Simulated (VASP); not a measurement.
# ZnS (F-43m) in VASP: a series of runs, part 2 of 2

VASP 6.6.1. Earlier steps stand in the parts before.

## (3) Relaxation of cell and atoms, PBE

This run uses another cell than the first one, of 20.20 Å³/atom, 1.024 times its volume.

INCAR reads:

```
PREC = Accurate
ENCUT = 520
EDIFF = 1E-7
ISMEAR = 0
SIGMA = 0.02
LREAL = F
LASPH = T
NELM = 60
ALGO = Fast
ISIF = 3
LWAVE = F
LCHARG = F
GGA = PE
IBRION = 2
NSW = 80
EDIFFG = -0.002
KPAR = 4
```

KPOINTS reads:

```
regular mesh
0
Gamma
  10 10 10
```

POSCAR reads:

```
ZnS                                     
1.0
   -0.0000000000      2.7236257894      2.7236257894
    2.7236257894      0.0000000000      2.7236257894
    2.7236257894      2.7236257894      0.0000000000
  Zn              S             
     1     1
Direct
     0.2500000000000000    0.2500000000000000    0.2500000000000000
     1.0000000000000000    1.0000000000000000    0.0000000000000000
```

Potentials or basis: VASP PAW PBE potentials, release 64 (Zn, S).

Launch:

```bash
cat potpaw_PBE.64/Zn/POTCAR potpaw_PBE.64/S/POTCAR > POTCAR
mpirun -np 4 vasp_std > vasp.out
```

OUTCAR:

```text
PREC = Accurate
   ENCUT = 520
   EDIFF = 1E-7
   ISMEAR = 0
   LREAL = F
   LASPH = T
   NELM = 60
   ISIF = 3
   GGA = PE
   IBRION = 2
   NSW = 80
   EDIFFG = -0.002

 ion  position               nearest neighbor table
   1  0.250  0.250  0.250-   2 2.36   2 2.36   2 2.36   2 2.36
   2  0.000  0.000  0.000-   1 2.36   1 2.36   1 2.36   1 2.36

  LATTYP: Found a face centered cubic cell.
 ALAT       =     5.4472515788

  Lattice vectors:

 A1 = (   0.0000000000,   2.7236257894,   2.7236257894)
 A2 = (   2.7236257894,   0.0000000000,   2.7236257894)
 A3 = (   2.7236257894,   2.7236257894,   0.0000000000)

Analysis of symmetry for initial positions (statically):
=====================================================================
 Subroutine PRICEL returns:
 Original cell was already a primitive cell.

 Routine SETGRP: Setting up the symmetry group for a
 face centered cubic supercell.

 Subroutine GETGRP returns: Found 24 space group operations
 (whereof 24 operations were pure point group operations)
 out of a pool of 48 trial point group operations.

The static configuration has the point symmetry T_d .

Analysis of symmetry for dynamics (positions and initial velocities):
=====================================================================
 Subroutine PRICEL returns:
 Original cell was already a primitive cell.

 Routine SETGRP: Setting up the symmetry group for a
 face centered cubic supercell.

 Subroutine GETGRP returns: Found 24 space group operations
 (whereof 24 operations were pure point group operations)
 out of a pool of 48 trial point group operations.

The dynamic configuration has the point symmetry T_d .

 Subroutine INISYM returns: Found 24 space group operations
 (whereof 24 operations are pure point group operations),
 and found     1 'primitive' translations

----------------------------------------------------------------------------------------

                                     Primitive cell

  volume of cell :      40.4085

  direct lattice vectors                    reciprocal lattice vectors
     0.000000000  2.723625789  2.723625789    -0.183578817  0.183578817  0.183578817
     2.723625789  0.000000000  2.723625789     0.183578817 -0.183578817  0.183578817
     2.723625789  2.723625789  0.000000000     0.183578817  0.183578817 -0.183578817

  length of vectors
     3.851788530  3.851788530  3.851788530     0.317967838  0.317967838  0.317967838

  position of ions in fractional coordinates (direct lattice)
     0.250000000  0.250000000  0.250000000
     0.000000000  0.000000000  0.000000000

  ion indices of the primitive-cell ions
   primitive index   ion index
                 1           1
                 2           2

----------------------------------------------------------------------------------------

 KPOINTS: regular mesh

Automatic generation of k-mesh.
 Grid dimensions read from file:
 generate k-points for:   10   10   10

 Generating k-lattice:

  Cartesian coordinates                     Fractional coordinates (reciprocal lattice)
    -0.018357882  0.018357882  0.018357882     0.100000000  0.000000000  0.000000000
     0.018357882 -0.018357882  0.018357882     0.000000000  0.100000000  0.000000000
     0.018357882  0.018357882 -0.018357882     0.000000000  0.000000000  0.100000000
[... 43 lines left out ...]
   dimension x,y,z NGXF=    60 NGYF=   60 NGZF=   60
   ions per type =               1   1
   NGX,Y,Z   is equivalent  to a cutoff of  12.95, 12.95, 12.95 a.u.
   NGXF,Y,Z  is equivalent  to a cutoff of  25.90, 25.90, 25.90 a.u.
 SYSTEM =  unknown system
   PREC   = accura    normal or accurate (medium, high low for compatibility)
   ISTART =      0    job   : 0-new  1-cont  2-samecut
   ICHARG =      2    charge: 1-file 2-atom 10-const
   ISPIN  =      1    spin polarized calculation?
   LNONCOLLINEAR =      F non collinear calculations
   LSORBIT =      F    spin-orbit coupling
   LASPH  =      T    aspherical Exc in radial PAW
   ENCUT  =  520.0 eV  38.22 Ry    6.18 a.u.   7.16  7.16  7.16*2*pi/ulx,y,z
   NELM   =     60;   NELMIN=  2; NELMDL= -5     # of ELM steps
   EDIFF  = 0.1E-06   stopping-criterion for ELM
   LREAL  =      F    real-space projection
   EDIFFG = -.2E-02   stopping-criterion for IOM
   NSW    =     80    number of steps for IOM
   IBRION =      2    ionic relax: 0-MD 1-quasi-New 2-CG
   NFREE  =      1    steps in history (QN), initial steepest desc. (CG)
   ISIF   =      3    stress and relaxation
   ISYM   =      2    0-nonsym 1-usesym 2-fastsym
   POTIM  = 0.5000    time-step for ionic-motion
   TEBEG  =    0.0;   TEEND  =   0.0 temperature during run
   PSTRESS=    0.0 pullay stress
   NELECT =      18.0000    total number of electrons
   NUPDOWN=      -1.0000    fix difference up-down
   EMIN   =  10.00;   EMAX   =-10.00  energy-range for DOS
   EFERMI =   0.00;   METHOD = LEGACY
   ISMEAR =     0;   SIGMA  =   0.02  broadening in eV -4-tet -1-fermi 0-gaus
   EFERMI_NEDOS =   21; number of points for ismear=-14 and -15
   IALGO  =     68    algorithm
   IMIX   =      4    mixing-type and parameters
     AMIX     =   0.40;   BMIX     =  1.00
     AMIX_MAG =   1.60;   BMIX_MAG =  1.00
  volume/ion in A,a.u.               =      20.20       136.34
  Fermi-wavevector in a.u.,A,eV,Ry     =   1.250283  2.362692 21.268721  1.563207
  Thomas-Fermi vector in A             =   2.384284
   LORBIT       =      0    0 simple, 1 ext, 2 COOP (PROOUT), +10 PAW based schemes
   GGA     = PE    functional components
   LHFCALC =     F    Hartree Fock is set to
   AEXX    =    0.0000 exact exchange contribution
   IVDW    =     0    specifies the selected vdW correction
   LEPSILON=     F    determine dielectric tensor
   LRPA    =     F    only Hartree local field effects (RPA)
 conjugate gradient relaxation of ions
 non-spin polarized calculation
 RMM-DIIS sequential band-by-band and
 Gauss-broadening in eV      SIGMA  =   0.02
  energy-cutoff  :      520.00
  volume of cell :       40.41
 maximum number of plane-waves:      1106
 NGX is ok and might be reduce to    30
   NGX = 15   NGY = 15   NGZ = 15

 number of electron      18.0000007 magnetization

 Free energy of the ion-electron system (eV)
  ---------------------------------------------------
  ext. energy  EPLUGINS =         0.00000000
  ---------------------------------------------------
  free energy    TOTEN  =        -6.85265237 eV

  energy without entropy =       -6.85265237  energy(sigma->0) =       -6.85265237

 E-fermi :   2.0346     XC(G=0):  -9.5179

 val. band max:        1.8864555952   @ k =   0.0000   0.0000   0.0000
 cond. band min:       3.8969840213   @ k =   0.0000   0.0000   0.0000
 fundamental gap:      2.0105284261
 Fermi energy:         2.0345995157

 k-point     1 :       0.0000    0.0000    0.0000
  band No.  band energies     occupation
      1     -11.0901      2.00000
      2      -4.3598      2.00000
      3      -4.3598      2.00000
      4      -4.3598      2.00000
      5      -3.8895      2.00000
      6      -3.8895      2.00000
      7       1.8865      2.00000
      8       1.8865      2.00000
      9       1.8865      2.00000
     10       3.8970      0.00000
     11       8.2983      0.00000
     12       8.2983      0.00000
     13       8.2983      0.00000
[... 354 lines left out ...]
  band No.  band energies     occupation
      1     -10.1751      2.00000
      2      -4.3594      2.00000
      3      -4.1271      2.00000
      4      -4.1173      2.00000
      5      -3.8627      2.00000
      6      -3.8360      2.00000
      7      -1.8004      2.00000
      8      -0.0199      2.00000
      9       0.1824      2.00000
     10       5.9852      0.00000
     11       6.5523      0.00000
     12      10.6005      0.00000
     13      11.5446      0.00000

 [... further k-points ...]

------------------------ aborting loop because EDIFF is reached ----------------------------------------

  FORCE on cell =-STRESS in cart. coord.  units (eV):
  Direction    XX          YY          ZZ          XY          YZ          ZX
  --------------------------------------------------------------------------------------
  -------------------------------------------------------------------------------------
  Total       -0.0006876     -0.0006876     -0.0006876      0.0000000     -0.0000000      0.0000000
  in kB       -0.0272644     -0.0272644     -0.0272644      0.0000000     -0.0000000      0.0000000
  external PRESSURE =      -0.0272644 kB  Pullay stress =       0.0000000 kB

 VOLUME and BASIS-vectors are now :
 -----------------------------------------------------------------------------
  energy-cutoff  :      520.00
  volume of cell :       40.41
      direct lattice vectors                 reciprocal lattice vectors
     0.000000000  2.723625789  2.723625789    -0.183578817  0.183578817  0.183578817
     2.723625789  0.000000000  2.723625789     0.183578817 -0.183578817  0.183578817
     2.723625789  2.723625789  0.000000000     0.183578817  0.183578817 -0.183578817

 POSITION                                       TOTAL-FORCE (eV/Angst)
 -----------------------------------------------------------------------------------
      1.36181      1.36181      1.36181         0.000000      0.000000      0.000000
      0.00000      0.00000      0.00000        -0.000000     -0.000000     -0.000000
 -----------------------------------------------------------------------------------
    total drift:                                0.000000      0.000000      0.000000

  FREE ENERGIE OF THE ION-ELECTRON SYSTEM (eV)
  ---------------------------------------------------
  free  energy   TOTEN  =        -6.8526523726 eV

  energy  without entropy=       -6.8526523726  energy(sigma->0) =       -6.85265237

 reached required accuracy - stopping structural energy minimisation
```

OSZICAR:

```text
N       E                     dE             d eps       ncg     rms          rms(c)
DAV:   1     0.828595175461E+02    0.82860E+02   -0.88508E+03  1222   0.161E+03
DAV:   2    -0.135753990731E+01   -0.84217E+02   -0.80023E+02  1345   0.284E+02
DAV:   3    -0.720424602531E+01   -0.58467E+01   -0.58107E+01  1497   0.708E+01
DAV:   4    -0.727864018347E+01   -0.74394E-01   -0.74354E-01  1402   0.849E+00
DAV:   5    -0.727967064697E+01   -0.10305E-02   -0.10304E-02  1472   0.997E-01    0.657E+00
RMM:   6    -0.687488141218E+01    0.40479E+00   -0.96815E-01  1222   0.104E+01    0.529E+00
RMM:   7    -0.685046126666E+01    0.24420E-01   -0.26927E-01  1222   0.544E+00    0.243E+00
RMM:   8    -0.685290687170E+01   -0.24456E-02   -0.51204E-02  1222   0.211E+00    0.117E+00
RMM:   9    -0.685245748917E+01    0.44938E-03   -0.13989E-02  1222   0.161E+00    0.275E-01
RMM:  10    -0.685246497242E+01   -0.74832E-05   -0.43850E-03  1222   0.752E-01    0.865E-02
RMM:  11    -0.685263143331E+01   -0.16646E-03   -0.14629E-03  1324   0.377E-01    0.986E-02
RMM:  12    -0.685264661523E+01   -0.15182E-04   -0.25607E-04  1225   0.142E-01    0.210E-02
RMM:  13    -0.685265094304E+01   -0.43278E-05   -0.40072E-05  1249   0.632E-02    0.200E-02
RMM:  14    -0.685265223345E+01   -0.12904E-05   -0.13378E-05  1204   0.302E-02    0.188E-02
RMM:  15    -0.685265249585E+01   -0.26241E-06   -0.23023E-06  1066   0.137E-02    0.176E-02
RMM:  16    -0.685265243339E+01    0.62461E-07   -0.20871E-06  1222   0.163E-02    0.840E-03
RMM:  17    -0.685265237260E+01    0.60787E-07   -0.52114E-07  1020   0.685E-03
   1 F= -.68526524E+01 E0= -.68526524E+01  d E =-.685265E+01
```

Run time: 5.7 s. Hardware: 4 MPI ranks of Intel Xeon 6975P-C (Granite Rapids), shared host; peak memory 0.16 GiB.

What came out:

* Free energy: -6.8527 eV
* Pressure after relaxing: 0.0 GPa
* Band gap on the k mesh: 2.01 eV, direct

Final structure:
```xyz
2
Lattice="0.0000 2.7236 2.7236 2.7236 0.0000 2.7236 2.7236 2.7236 0.0000" Properties=species:S:1:pos:R:3 pbc="T T T"
Zn    1.3618    1.3618    1.3618
S     0.0000    0.0000    0.0000
```

Caveat: the relaxation stopped at its first step, so nothing moved.
